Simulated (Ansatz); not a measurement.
**A Mg vacancy in zincblende MgS, 63 atoms, charge −2**

Method: Ansatz 0.2.0, DFT, PBEsol, PAW, plane waves.

Command:

```sh
ansatz run in.yaml --threads 8 --pin off --max-ram 118750MiB --runs-dir r --events-out ev --progress --plain --backend cuda --devices 0, --max-vram 170GiB
```

The input less its lattice and atoms:

```yaml
crystal:
  symmetry: { detect: false }
kpoints:
  mp_grid: { grid: [1, 1, 1], shift: [0.25, 0.25, 0.25] }
hamiltonian:
  xc: pbesol
total_charge: -2
scf:
  occupations: { method: fermi_dirac, width: 0.01 }
relax:
  f_tol: 0.03
  max_steps: 80
  escape_saddle: false
  adjacent_minimum: "off"
output:
  forces: true
  eigenvalues: true
  populations: true
  charged_corrections: { epsilon: 8 }
```

Start:

```xyz
63
Lattice="11.3031 0.0000 0.0000 0.0000 11.3031 0.0000 0.0000 0.0000 11.3031" Properties=species:S:1:pos:R:3 pbc="T T T"
Mg   11.3017   11.2972    0.0122
Mg   11.2764    0.0010    5.6388
Mg    0.0195    5.6662   11.2950
Mg   11.2954    5.6504    5.6660
Mg    5.6535   11.3002    0.0170
Mg    5.6430   11.3000    5.6563
Mg    5.6668    5.6698   11.2750
Mg    2.8042    2.8288   11.2813
Mg    2.8027    2.8241    5.6308
Mg    2.8523    8.5002    0.0045
Mg    2.8071    8.4717    5.6351
Mg    8.4585    2.7904   11.3015
Mg    8.4713    2.8264    5.6685
Mg    8.4776    8.4639    0.0424
Mg    8.4418    8.4643    5.6461
Mg    2.8514    0.0012    2.8123
Mg    2.8354   11.2919    8.4880
Mg    2.8015    5.6489    2.8141
Mg    2.8544    5.6369    8.4843
Mg    8.5096    0.0167    2.8226
Mg    8.4407   11.2842    8.4929
Mg    8.4566    5.6450    2.8256
Mg    8.4719    5.6517    8.4666
Mg   11.2972    2.8500    2.8140
Mg    0.0070    2.8290    8.4854
Mg   11.2969    8.4583    2.8526
Mg   11.2587    8.4871    8.5008
Mg    5.6292    2.8235    2.8324
Mg    5.6351    2.8197    8.4640
Mg    5.6564    8.5084    2.8316
Mg    5.6570    8.4445    8.5188
S     1.4080    1.3889    1.3619
S     1.3984    1.4393    7.1019
S     1.3793    7.0728    1.4159
S     1.4170    7.0699    7.0315
S     7.0690    1.4371    1.4460
S     7.0534    1.4568    7.0704
S     7.0702    7.0533    1.4025
S     7.0663    7.0821    7.0916
S     4.2199    4.2466    1.4167
S     4.2226    4.2611    7.1180
S     4.2692    9.9338    1.4028
S     4.2428    9.8907    7.0826
S     9.9085    4.2307    1.4339
S     9.8630    4.2553    7.0281
S     9.9077    9.8726    1.4160
S     9.8990    9.8805    7.0790
S     4.2407    1.4020    4.2624
S     4.1965    1.4313    9.8904
S     4.2434    7.0786    4.2615
S     4.2209    7.0409    9.9055
S     9.8633    1.4105    4.2403
S     9.9072    1.4134    9.8881
S     9.9204    7.0211    4.2498
S     9.8903    7.0619    9.8792
S     1.3715    4.2052    4.2525
S     1.4152    4.2167    9.8642
S     1.3941    9.8644    4.2323
S     1.4265    9.8876    9.9049
S     7.0657    4.1871    4.2283
S     7.0595    4.2521    9.8595
S     7.0312    9.9039    4.2489
S     7.0600    9.8788    9.8826
```

Steps:

| step | energy less the first (eV) | largest force component (eV/Å) |
| --- | --- | --- |
| start | 0.000 | 0.716 |
| 1 | -0.664 | 0.201 |
| 2 | -0.718 | 0.020 |

A structure on the way, about -0.66 eV from the start:

```xyz
63
Lattice="11.3031 0.0000 0.0000 0.0000 11.3031 0.0000 0.0000 0.0000 11.3031" Properties=species:S:1:pos:R:3 pbc="T T T"
Mg    0.0030    0.0047    0.0137
Mg   11.2948    0.0002    5.6519
Mg    0.0095    5.6669    0.0009
Mg   11.2926    5.6590    5.6626
Mg    5.6433   11.2945    0.0104
Mg    5.6442   11.2936    5.6503
Mg    5.6538    5.6523   11.2914
Mg    2.8204    2.8312   11.2775
Mg    2.8573    2.8743    5.6798
Mg    2.8322    8.4816    0.0072
Mg    2.8458    8.4284    5.6155
Mg    8.4620    2.8156    0.0114
Mg    8.4363    2.8667    5.6334
Mg    8.4702    8.4611    0.0125
Mg    8.4074    8.4203    5.6919
Mg    2.8420   11.2960    2.8282
Mg    2.8329    0.0067    8.4790
Mg    2.8687    5.6893    2.8618
Mg    2.8823    5.6053    8.4303
Mg    8.4836    0.0290    2.8384
Mg    8.4467   11.2757    8.4765
Mg    8.4233    5.6120    2.8685
Mg    8.4291    5.6683    8.4351
Mg   11.2845    2.8652    2.8323
Mg    0.0163    2.8253    8.4775
Mg    0.0074    8.4683    2.8502
Mg   11.2612    8.4708    8.4740
Mg    5.6766    2.8684    2.8708
Mg    5.6132    2.8591    8.4203
Mg    5.6140    8.4445    2.8825
Mg    5.6754    8.4232    8.4519
S     1.4082    1.4139    1.4073
S     1.4046    1.4194    7.0664
S     1.4021    7.0632    1.4194
S     1.4066    7.0727    7.0653
S     7.0517    1.4169    1.4161
S     7.0657    1.4217    7.0712
S     7.0677    7.0638    1.4113
S     7.0452    7.0526    7.0753
S     4.2212    4.2305    1.4162
S     4.2449    4.2503    7.0579
S     4.2560    9.9000    1.4117
S     4.2245    9.8972    7.0779
S     9.8974    4.2508    1.4122
S     9.8846    4.2344    7.0613
S     9.8855    9.8879    1.4192
S     9.8890    9.8895    7.0565
S     4.2291    1.4107    4.2465
S     4.2404    1.4150    9.8958
S     4.2409    7.0634    4.2480
S     4.2193    7.0578    9.9014
S     9.8892    1.4076    4.2536
S     9.8864    1.4080    9.8910
S     9.8930    7.0592    4.2363
S     9.8872    7.0489    9.8860
S     1.4056    4.2268    4.2435
S     1.4029    4.2469    9.8850
S     1.4062    9.8904    4.2454
S     1.4092    9.8842    9.8925
S     7.0582    4.2306    4.2449
S     7.0654    4.2289    9.8881
S     7.0615    9.8907    4.2354
S     7.0458    9.8840    9.8931
```

End:

```xyz
63
Lattice="11.3031 0.0000 0.0000 0.0000 11.3031 0.0000 0.0000 0.0000 11.3031" Properties=species:S:1:pos:R:3 pbc="T T T"
Mg   11.2987   11.3001    0.0046
Mg   11.2958   11.3013    5.6579
Mg   11.3024    5.6535    0.0022
Mg   11.2971    5.6505    5.6527
Mg    5.6508    0.0026    0.0005
Mg    5.6440   11.3000    5.6573
Mg    5.6479    5.6494    0.0005
Mg    2.8277    2.8338   11.2965
Mg    2.8731    2.8777    5.6991
Mg    2.8275    8.4658    0.0105
Mg    2.8698    8.4260    5.6056
Mg    8.4667    2.8330    0.0121
Mg    8.4189    2.8743    5.6121
Mg    8.4624    8.4652   11.2972
Mg    8.4105    8.4190    5.6982
Mg    2.8320   11.2962    2.8350
Mg    2.8303    0.0059    8.4718
Mg    2.8769    5.6963    2.8796
Mg    2.8733    5.6042    8.4231
Mg    8.4637    0.0079    2.8400
Mg    8.4621   11.2908    8.4719
Mg    8.4219    5.6049    2.8798
Mg    8.4198    5.6911    8.4253
Mg   11.2931    2.8343    2.8398
Mg    0.0004    2.8326    8.4721
Mg   11.3020    8.4720    2.8403
Mg   11.2882    8.4658    8.4703
Mg    5.6906    2.8785    2.8813
Mg    5.6028    2.8787    8.4262
Mg    5.6026    8.4281    2.8761
Mg    5.6853    8.4195    8.4303
S     1.4064    1.4118    1.4150
S     1.4025    1.4075    7.0641
S     1.4027    7.0603    1.4159
S     1.4060    7.0705    7.0722
S     7.0568    1.4108    1.4131
S     7.0641    1.4071    7.0760
S     7.0661    7.0680    1.4138
S     7.0449    7.0493    7.0608
S     4.2297    4.2321    1.4120
S     4.2479    4.2493    7.0538
S     4.2396    9.8970    1.4070
S     4.2266    9.8888    7.0739
S     9.8960    4.2440    1.4115
S     9.8886    4.2306    7.0733
S     9.8830    9.8906    1.4158
S     9.8852    9.8892    7.0609
S     4.2287    1.4100    4.2367
S     4.2396    1.4092    9.8968
S     4.2453    7.0602    4.2492
S     4.2256    7.0661    9.8967
S     9.8921    1.4074    4.2487
S     9.8856    1.4073    9.8960
S     9.8845    7.0701    4.2371
S     9.8898    7.0577    9.8970
S     1.4094    4.2351    4.2356
S     1.4046    4.2436    9.8954
S     1.4026    9.8981    4.2471
S     1.4066    9.8890    9.8935
S     7.0543    4.2450    4.2514
S     7.0669    4.2300    9.8971
S     7.0629    9.8928    4.2362
S     7.0519    9.8910    9.8962
```

The calculation finished and met its thresholds.

Time: 3.2 s of wall time on one NVIDIA GB200 with 8 processor threads, on a host shared with other runs; peak host memory 1.9 GiB.

Q: How much energy did the relaxation gain, and which atom moved most?

A: 0.72 eV in 2 steps, from a start with small random displacements; atom 9 (Mg) moved 0.11 Å, the median atom 0.04 Å (drift of the whole cell removed).
